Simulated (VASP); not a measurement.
Runs of VASP 6.6.1 on Ge. The structure is orthorhombic, space group Cmmm (No. 65). The conventional cell has a = 2.794 Å, b = 5.201 Å, c = 2.698 Å, α = 90.00°, β = 90.00°, γ = 90.00°. Ge (site symmetry mmm) has 8 Ge at 2.70 to 2.95 Å as nearest neighbours. This isn't the form of Ge at room conditions, which is diamond.

```csv
screening parameter,gap on the mesh (eV),pressure (GPa)
0.1,none,(b)
0.3,none,-0.5
0.2,none,(a)
0.6,none,0.3
0.15,none,-0.7
```

Alike in all rows: task single point; level HSE(alpha, omega); potentials or basis VASP PAW PBE potentials, release 64 (Ge_d); no spin polarisation; cell as given; k mesh 6 × 6 × 5; cutoff (eV) 520; smearing fermi-dirac 0.05 eV; the mesh is coarse, so values aren't converged.

Task: Fill in the values left out.

Result: (a) -0.6; (b) -0.8.

Caveats: all runs use coarse meshes; the PAW data sets were made with another functional, which shifts forces and pressure a little.

A k mesh can miss the band edges, and the runs leave out spin-orbit coupling on Ge.

A gap of «none» marks a metal or a gap under the smearing width.
